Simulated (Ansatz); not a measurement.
InAs under changes of volume

One of the cells (27.489 Å³/atom); the others are scaled copies at fixed shape and fractional positions:

```
CELL_PARAMETERS angstrom
0.00000 3.01800 3.01800
3.01800 0.00000 3.01800
3.01800 3.01800 0.00000
ATOMIC_POSITIONS crystal
In 0.00000 0.00000 0.00000
As 0.75000 0.75000 0.75000
```

| Quantity | Value |
| --- | --- |
| Program | Ansatz 0.2.0 |
| Functional | m-r2SCAN |
| Potentials or basis | Ansatz PAW |
| Cutoff | 500 eV (not typed: the program's choice for these potentials) |
| k mesh | 8 × 8 × 8 |
| Occupations | fermi-dirac, width 0.05 eV |
| Spin | no spin polarisation |

```tsv
volume (Å³/atom)	energy over the lowest point (meV/atom)	pressure (GPa)	gap on the mesh (eV)
25.840	?	?	?
26.389	32.20	5.3	0.51
26.939	16.87	3.7	0.39
27.489	6.75	2.3	0.28
28.039	1.30	1.0	0.17
28.588	0.00	-0.2	none
29.138	2.36	-1.2	none
```

Problem. What does the run at 25.840 Å³/atom give?

Solution. Energy over the lowest point 53.36 meV/atom; pressure 7.1 GPa; gap on the mesh 0.62 eV.

Worked out: A Birch-Murnaghan fit of order 3 (a polynomial in V^(-2/3)) to the other rows has its minimum at 28.50 Å³/atom with B0 = V·E''(V) = 57 GPa and B' = 5.0. It gives 53.38 meV/atom at 25.840 Å³/atom, against the run's 53.36, and -dE/dV = 7.1 GPa, against 7.1.

Energies are extrapolated to zero smearing.

Caveats: the PAW data sets come from PBE, with cores solved anew for the run's functional, which leaves a small shift of forces and pressure; spin-orbit coupling is left out, which moves the levels of the heavy elements (some runs).

A gap of «none» marks a metal or a gap under the smearing width.
